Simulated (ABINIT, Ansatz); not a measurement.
# AgCl (Fm-3m): Raman and infrared activity

Which lines does AgCl (Fm-3m) show in Raman and infrared spectra?

Method: DFT LDA, scalar-relativistic, plane waves, PseudoDojo norm-conserving pseudopotentials, in ABINIT 10.8.3.

## Step 1: The structure

Symmetry: Fm-3m, No. 225, cubic system. The conventional cell has a = 5.545 Å, b = 5.545 Å, c = 5.545 Å, α = 90.00°, β = 90.00°, γ = 90.00°. Nearest to Ag lie 6 Cl at 2.77 Å. Cl has 6 Ag at 2.77 Å nearest. Farther neighbours and most contacts between anions are not listed.

## Step 2: A probe with smearing

A first run with smearing and empty bands tells whether the crystal has a gap, which decides between fixed occupations and smearing later on.

probe.abi reads:

```
# ground state
tolvrs 1.0d-08
prtden 1
prtwf 1

# basis, mesh and filling
ecut 39.0
ngkpt 6 6 6
nshiftk 1
shiftk 0.0 0.0 0.0
istwfk *1
occopt 7
tsmear 0.005
nband 20
nstep 100
diemac 9.0
prtebands 0
prtgsr 0

# cell and atoms
acell 7.409876187 7.409876187 7.409876187
rprim 
    0.0 0.7071067812 0.7071067812
    0.7071067812 0.0 0.7071067812
    0.7071067812 0.7071067812 0.0
ntypat 2
znucl 47 17
natom 2
typat 1 2
xred 
    0.0 0.0 0.0
    0.5 0.5 0.5
pp_dirpath "./pseudo"
pseudos "Ag.upf, Cl.upf"
```

On the command line:

```sh
> OMP_NUM_THREADS=1 mpirun -n 4 abinit probe.abi > probe.log
```

Numbers of over 12 decimals in the logs are rounded to 6 here.

probe.abo, the main output file:

```text
[banners, grids, parts of the stress and lines that vanish by symmetry left out]
- input  file    -> probe.abi
- output file    -> probe.abo
- root for input  files -> probei
[...]
Symmetries : space group Fm -3 m (#225); Bravais cF (face-center cubic)
[...]
mpw =        3383          nfft =       91125          nkpt =          16
[...]
== DATASET  1 ==================================================================
[...]
cutoff_energies: {ecut:  39.0, pawecutdg:  -1.0, }
[...]
ETOT  1  -171.29347400554    -1.713E+02 1.232E-01 7.942E+01
 ETOT  2  -171.40744539547    -1.140E-01 7.972E-03 1.930E+01
 ETOT  3  -171.40974088477    -2.295E-03 1.613E-03 1.060E-01
 ETOT  4  -171.40975010124    -9.216E-06 1.458E-03 1.400E-02
 ETOT  5  -171.40975208769    -1.986E-06 2.443E-04 5.157E-03
 ETOT  6  -171.40975288216    -7.945E-07 1.892E-04 7.749E-05
 ETOT  7  -171.40975289770    -1.554E-08 2.910E-05 8.166E-07
 ETOT  8  -171.40975289784    -1.342E-10 5.190E-05 5.306E-09
 At SCF step    8       vres2   =  5.31E-09 < tolvrs=  1.00E-08 =>converged.
[...]
sigma(1 1)=  1.97938480E-04  sigma(3 2)=  0.00000000E+00
  sigma(2 2)=  1.97938480E-04  sigma(3 1)=  0.00000000E+00
  sigma(3 3)=  1.97938480E-04  sigma(2 1)=  0.00000000E+00
[...]
convergence: {deltae: -1.342E-10, res2:  5.306E-09, residm:  5.190E-05, diffor: null, }
etotal    :  -1.71409753E+02
[...]
sigma(1 1)=  1.97938480E-04  sigma(3 2)=  0.00000000E+00
  sigma(2 2)=  1.97938480E-04  sigma(3 1)=  0.00000000E+00
  sigma(3 3)=  1.97938480E-04  sigma(2 1)=  0.00000000E+00
[...]
- sigma(1 1)=  5.82355113E+00  sigma(3 2)=  0.00000000E+00
- sigma(2 2)=  5.82355113E+00  sigma(3 1)=  0.00000000E+00
- sigma(3 3)=  5.82355113E+00  sigma(2 1)=  0.00000000E+00
[...]
fcart     -0.0000000000E+00 -0.0000000000E+00 -0.0000000000E+00
           strten      1.9793847981E-04  1.9793847981E-04  1.9793847981E-04
================================================================================

[key lines of the parts left out:]
pressure_GPa:  -5.8236E+00
```

Elapsed: 13 s, on 4 MPI ranks of Intel Xeon Platinum 8124M at 3.00GHz (Skylake/Cascade Lake), shared host; 50 s of CPU time.

Read from the output:

```
volume per atom   : 21.32 Å³
pressure          : -5.824 GPa
gap on the k-mesh : 0.6142 eV
```

A gap of 0.61 eV opens on this mesh, so the crystal is taken as an insulator; the printed pressure holds the stress of the finite basis too.

## Step 3: Relaxation

The harmonic expansion needs vanishing forces, and a free crystal bears no stress, so cell and atoms are brought to rest. Stress is more sensitive to the basis than forces are: the last 3 Ha under the cutoff are smoothed with ecutsm, and the cutoff is raised above that of the later runs.

relax.abi reads:

```
# relaxation
ionmov 2
optcell 2
dilatmx 1.08
ntime 40
tolmxf 1.0d-05
tolvrs 1.0d-14
prtwf 0
prtden 0
chksymtnons 0

# basis, mesh and filling
ecut 48.0
ecutsm 3.0
ngkpt 8 8 8
nshiftk 1
shiftk 0.0 0.0 0.0
istwfk *1
occopt 1
nband 13
nstep 100
diemac 9.0
prtebands 0
prtgsr 0

# cell and atoms
acell 7.409876187 7.409876187 7.409876187
rprim 
    0.0 0.7071067812 0.7071067812
    0.7071067812 0.0 0.7071067812
    0.7071067812 0.7071067812 0.0
ntypat 2
znucl 47 17
natom 2
typat 1 2
xred 
    0.0 0.0 0.0
    0.5 0.5 0.5
pp_dirpath "./pseudo"
pseudos "Ag.upf, Cl.upf"
```

On the command line:

```sh
> OMP_NUM_THREADS=1 mpirun -n 4 abinit relax.abi > relax.log
```

relax.abo, the main output file:

```text
[banners, grids, parts of the stress and lines that vanish by symmetry left out]
- input  file    -> relax.abi
- output file    -> relax.abo
- root for input  files -> relaxi
[...]
Symmetries : space group Fm -3 m (#225); Bravais cF (face-center cubic)
[...]
mpw =        5793          nfft =      125000          nkpt =          29
[...]
== DATASET  1 ==================================================================
[...]
cutoff_energies: {ecut:  48.0, pawecutdg:  -1.0, }
[...]
ETOT  1  -169.55824816099    -1.696E+02 1.790E-01 8.413E+03
 ETOT  2  -169.67511233587    -1.169E-01 1.318E-01 2.013E+04
 ETOT  3  -171.20862068435    -1.534E+00 1.000E-01 2.268E+03
 ETOT  4  -171.33235905967    -1.237E-01 2.568E-01 9.985E+02
 ETOT  5  -171.38829414422    -5.594E-02 1.216E-02 2.736E+02
[...]
At SCF step   22       vres2   =  6.73E-15 < tolvrs=  1.00E-14 =>converged.
[...]
sigma(1 1)=  1.88828239E-04  sigma(3 2)=  0.00000000E+00
  sigma(2 2)=  1.88828239E-04  sigma(3 1)=  0.00000000E+00
  sigma(3 3)=  1.88828239E-04  sigma(2 1)=  0.00000000E+00
[...]
convergence: {deltae: -1.802E-11, res2:  6.731E-15, residm:  1.330E-17, diffor: null, }
etotal    :  -1.71409928E+02
[...]
ETOT  1  -171.38625986311    -1.714E+02 1.944E-03 2.963E+02
[...]
At SCF step   15       vres2   =  4.64E-17 < tolvrs=  1.00E-14 =>converged.
[...]
sigma(1 1)=  1.65379943E-04  sigma(3 2)=  0.00000000E+00
  sigma(2 2)=  1.65379943E-04  sigma(3 1)=  0.00000000E+00
  sigma(3 3)=  1.65379943E-04  sigma(2 1)=  0.00000000E+00
[...]
convergence: {deltae: -1.361E-11, res2:  4.643E-17, residm:  5.200E-16, diffor: null, }
etotal    :  -1.71410790E+02
[...]
ETOT  1  -170.82199547287    -1.708E+02 2.416E-02 8.672E+03
[...]
At SCF step   16       vres2   =  1.47E-15 < tolvrs=  1.00E-14 =>converged.
[...]
sigma(1 1)= -4.94937725E-05  sigma(3 2)=  0.00000000E+00
  sigma(2 2)= -4.94937725E-05  sigma(3 1)=  0.00000000E+00
  sigma(3 3)= -4.94937725E-05  sigma(2 1)=  0.00000000E+00
[...]
convergence: {deltae: -1.148E-11, res2:  1.469E-15, residm:  1.275E-15, diffor: null, }
etotal    :  -1.71412824E+02
[...]
ETOT  1  -171.35046917657    -1.714E+02 1.004E-04 7.165E+02
[...]
At SCF step   14       vres2   =  5.11E-15 < tolvrs=  1.00E-14 =>converged.
[...]
sigma(1 1)=  7.70624730E-06  sigma(3 2)=  0.00000000E+00
  sigma(2 2)=  7.70624730E-06  sigma(3 1)=  0.00000000E+00
  sigma(3 3)=  7.70624730E-06  sigma(2 1)=  0.00000000E+00
[...]
convergence: {deltae: -7.020E-12, res2:  5.113E-15, residm:  5.006E-16, diffor: null, }
etotal    :  -1.71412944E+02
[...]
ETOT  1  -171.41203622501    -1.714E+02 6.513E-01 1.114E+01
[...]
At SCF step   12       vres2   =  4.13E-15 < tolvrs=  1.00E-14 =>converged.
[...]
sigma(1 1)=  2.68712051E-07  sigma(3 2)=  0.00000000E+00
  sigma(2 2)=  2.68712051E-07  sigma(3 1)=  0.00000000E+00
  sigma(3 3)=  2.68712051E-07  sigma(2 1)=  0.00000000E+00
[...]
convergence: {deltae:  1.504E-11, res2:  4.131E-15, residm:  2.613E-15, diffor: null, }
etotal    :  -1.71412947E+02
[...]
ETOT  1  -171.41294615288    -1.714E+02 8.913E-10 1.474E-02
[...]
ETOT 10  -171.41294736626     4.292E-12 3.441E-16 1.069E-14
 ETOT 11  -171.41294736628    -1.975E-11 5.170E-17 1.670E-15
 At SCF step   11       vres2   =  1.67E-15 < tolvrs=  1.00E-14 =>converged.
[...]
sigma(1 1)= -1.58102350E-09  sigma(3 2)=  0.00000000E+00
  sigma(2 2)= -1.58102350E-09  sigma(3 1)=  0.00000000E+00
  sigma(3 3)= -1.58102350E-09  sigma(2 1)=  0.00000000E+00
[...]
convergence: {deltae: -1.975E-11, res2:  1.670E-15, residm:  5.170E-17, diffor: null, }
etotal    :  -1.71412947E+02
[...]
At Broyd/MD step   6, gradients are converged :
[...]
sigma(1 1)= -1.58102350E-09  sigma(3 2)=  0.00000000E+00
  sigma(2 2)= -1.58102350E-09  sigma(3 1)=  0.00000000E+00
  sigma(3 3)= -1.58102350E-09  sigma(2 1)=  0.00000000E+00
[...]
- sigma(1 1)= -4.65153172E-05  sigma(3 2)=  0.00000000E+00
- sigma(2 2)= -4.65153173E-05  sigma(3 1)=  0.00000000E+00
- sigma(3 3)= -4.65153172E-05  sigma(2 1)=  0.00000000E+00
[...]
fcart     -0.0000000000E+00 -0.0000000000E+00 -0.0000000000E+00
           strten     -1.5810234961E-09 -1.5810234996E-09 -1.5810234961E-09
================================================================================

[key lines of the parts left out:]
pressure_GPa:   4.6515E-05
Total energy (etotal) [Ha]= -1.71412947366278E+02
```

Wall time 3 min (4 MPI ranks).

The steps of the relaxation:

```
step  energy less that of the first step (eV)  largest force (eV/Å)  volume (Å³)
   1                                   0.0000                0.0000        42.63
   2                                  -0.0235                0.0000        41.91
   3                                  -0.0788                0.0000        37.63
   4                                  -0.0821                0.0000        38.51
   5                                  -0.0822                0.0000        38.39
   6                                  -0.0822                0.0000        38.38
```

```
conventional cell, symmetrised  before  after   change
                         a (Å)   5.545  5.355   -3.4 %
                         b (Å)   5.545  5.355   -3.4 %
                         c (Å)   5.545  5.355   -3.4 %
              volume (Å³/atom)   21.32  19.19  -10.0 %
```

The relaxed structure:

```cif
data_structure
_symmetry_space_group_name_H-M 'P 1'
_symmetry_Int_Tables_number 1
_cell_length_a 3.7863
_cell_length_b 3.7863
_cell_length_c 3.7863
_cell_angle_alpha 60.000
_cell_angle_beta 60.000
_cell_angle_gamma 60.000
_cell_volume 38.38
loop_
_atom_site_label
_atom_site_type_symbol
_atom_site_fract_x
_atom_site_fract_y
_atom_site_fract_z
_atom_site_occupancy
Ag1 Ag 0.00000 0.00000 0.00000 1
Cl2 Cl 0.50000 0.50000 0.50000 1
```

Numbers from this step:

* volume per atom: 19.19 Å³
* pressure: 4.65e-5 GPa

The volume changes by -10.0 % in this run and stands -10.0 % from the first cell.

## Step 4: Ground state

The response is built on these wavefunctions, so the potential is converged far more tightly than an energy would need. The mesh is shifted off Γ, since shifted meshes converge sums over the zone faster.

gs.abi reads:

```
# ground state
tolvrs 1.0d-16
prtden 1
prtwf 1

# basis, mesh and filling
ecut 39.0
ngkpt 6 6 6
nshiftk 4
shiftk 
    0.5 0.5 0.5
    0.5 0.0 0.0
    0.0 0.5 0.0
    0.0 0.0 0.5
istwfk *1
occopt 1
nband 13
nstep 100
diemac 9.0
prtebands 0
prtgsr 0

# cell and atoms
acell 7.155077358 7.155077358 7.155077358
rprim 
    0.0 0.7071067812 0.7071067812
    0.7071067812 0.0 0.7071067812
    0.7071067812 0.7071067812 0.0
ntypat 2
znucl 47 17
natom 2
typat 1 2
xred 
    0.0 0.0 0.0
    0.5 0.5 0.5
pp_dirpath "./pseudo"
pseudos "Ag.upf, Cl.upf"
```

On the command line:

```sh
> OMP_NUM_THREADS=1 mpirun -n 4 abinit gs.abi > gs.log
```

gs.abo, the main output file:

```text
[banners, grids, parts of the stress and lines that vanish by symmetry left out]
- input  file    -> gs.abi
- output file    -> gs.abo
- root for input  files -> gsi
[...]
Symmetries : space group Fm -3 m (#225); Bravais cF (face-center cubic)
[...]
mpw =        3030          nfft =       91125          nkpt =          28
[...]
== DATASET  1 ==================================================================
[...]
cutoff_energies: {ecut:  39.0, pawecutdg:  -1.0, }
[...]
ETOT  1  -169.57947354008    -1.696E+02 2.161E-01 6.129E+03
 ETOT  2  -169.83038108832    -2.509E-01 1.167E-01 1.431E+04
 ETOT  3  -171.22730818545    -1.397E+00 1.292E-01 1.733E+03
 ETOT  4  -171.33955170729    -1.122E-01 3.283E-03 7.229E+02
 ETOT  5  -171.39619375075    -5.664E-02 9.764E-04 1.588E+02
[...]
ETOT 20  -171.41280219924    -4.889E-12 4.129E-18 1.530E-16
 ETOT 21  -171.41280219924     2.245E-12 1.215E-18 7.909E-17
 At SCF step   21       vres2   =  7.91E-17 < tolvrs=  1.00E-16 =>converged.
[...]
sigma(1 1)=  1.03935034E-05  sigma(3 2)=  0.00000000E+00
  sigma(2 2)=  1.03935034E-05  sigma(3 1)=  0.00000000E+00
  sigma(3 3)=  1.03935034E-05  sigma(2 1)=  0.00000000E+00
[...]
convergence: {deltae:  2.245E-12, res2:  7.909E-17, residm:  1.215E-18, diffor: null, }
etotal    :  -1.71412802E+02
[...]
sigma(1 1)=  1.03935034E-05  sigma(3 2)=  0.00000000E+00
  sigma(2 2)=  1.03935034E-05  sigma(3 1)=  0.00000000E+00
  sigma(3 3)=  1.03935034E-05  sigma(2 1)=  0.00000000E+00
[...]
- sigma(1 1)=  3.05787426E-01  sigma(3 2)=  0.00000000E+00
- sigma(2 2)=  3.05787426E-01  sigma(3 1)=  0.00000000E+00
- sigma(3 3)=  3.05787426E-01  sigma(2 1)=  0.00000000E+00
[...]
fcart     -0.0000000000E+00 -0.0000000000E+00 -0.0000000000E+00
           strten      1.0393503371E-05  1.0393503371E-05  1.0393503371E-05
================================================================================

[key lines of the parts left out:]
pressure_GPa:  -3.0579E-01
```

Run time: 27 s. Hardware: 4 MPI ranks.

This step gave:

| Item | Value |
| --- | --- |
| pressure | -0.3058 GPa |

The cell stands at -0.31 GPa: the relaxation ran with a smoothed and higher cutoff and on another k mesh.

## Step 5: The gap at rest

Empty bands on the ground state's density check that the gap assumed so far is there in this cell.

gap.abi reads:

```
# empty bands on the ground state's density
iscf -2
getden_filepath "gso_DEN"
tolwfr 1.0d-12
nbdbuf 2
prtwf 0

# basis, mesh and filling
ecut 39.0
ngkpt 8 8 8
nshiftk 1
shiftk 0.0 0.0 0.0
istwfk *1
occopt 1
nband 17
nstep 100
diemac 9.0
prtebands 0
prtgsr 0

# cell and atoms
acell 7.155077358 7.155077358 7.155077358
rprim 
    0.0 0.7071067812 0.7071067812
    0.7071067812 0.0 0.7071067812
    0.7071067812 0.7071067812 0.0
ntypat 2
znucl 47 17
natom 2
typat 1 2
xred 
    0.0 0.0 0.0
    0.5 0.5 0.5
pp_dirpath "./pseudo"
pseudos "Ag.upf, Cl.upf"
```

On the command line:

```sh
> OMP_NUM_THREADS=1 mpirun -n 4 abinit gap.abi > gap.log
```

gap.abo, the main output file:

```text
[banners, grids, parts of the stress and lines that vanish by symmetry left out]
- input  file    -> gap.abi
- output file    -> gap.abo
- root for input  files -> gapi
[...]
Symmetries : space group Fm -3 m (#225); Bravais cF (face-center cubic)
[...]
mpw =        3042          nfft =       91125          nkpt =          29
[...]
== DATASET  1 ==================================================================
[...]
cutoff_energies: {ecut:  39.0, pawecutdg:  -1.0, }
[...]
-outvars: echo values of variables after computation
            acell      7.1550773580E+00  7.1550773580E+00  7.1550773580E+00 Bohr
================================================================================
```

Elapsed: 14 s, on 4 MPI ranks; 55 s of CPU time.

Numbers from this step:

```yaml
gap_on_the_k_mesh: 0.6270 eV
```

In this cell the gap on the mesh is 0.63 eV, indirect (smallest direct 3.3 eV), so fixed occupations hold.

[end of part 1 of 3]

[Host names and launcher messages were left out of these logs when they were recorded.]

[Logs are printed without paths, hosts, clocks, repeated set-up lines and the standing remarks that a program may print on its own settings, such as how far it seeks lower states.]

[Hosts, paths, dates, database ids (printed as entryN), source tags and the programs' standing remarks are cut or masked in the printed files.]
